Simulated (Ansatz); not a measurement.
CoSi₂ under strain

All numbers below come from Ansatz 0.2.0, DFT PBEsol, scalar-relativistic, plane waves, PAW. Settings: 420 eV cutoff, 10×10×8 k-mesh, Gaussian smearing of 0.10 eV, no spin polarisation.

The relaxed crystal:

```
CELL_PARAMETERS angstrom
2.65625 2.65625 0.00000
-2.65625 2.65625 0.00000
0.00000 0.00000 5.31251
ATOMIC_POSITIONS crystal
Co 0.00000 0.00000 0.00000
Co 0.50000 0.50000 0.50000
Si 0.00000 0.50000 0.75000
Si 0.50000 0.00000 0.75000
Si 0.50000 0.00000 0.25000
Si 0.00000 0.50000 0.25000
```

Deformation: uniaxial strain along a, with the lengths of b and c and the atoms relaxed and the angles held, all within the symmetry that the strain leaves. Energies are extrapolated to zero smearing. On this cell's mesh the reference holds a stress of up to 0.16 GPa.

Problem. Give the structure at +3.0 %.

Solution.
```
CELL_PARAMETERS angstrom
2.73594 2.73594 0.00000
-2.64892 2.64892 0.00000
0.00000 0.00000 5.23922
ATOMIC_POSITIONS crystal
Co 0.00000 0.00000 0.00000
Co 0.50000 0.50000 0.50000
Si 0.00000 0.50000 0.74589
Si 0.50000 0.00000 0.75411
Si 0.50000 0.00000 0.24589
Si 0.00000 0.50000 0.25411
```
Space group Immm (71), 8.2 meV/atom over the relaxed crystal.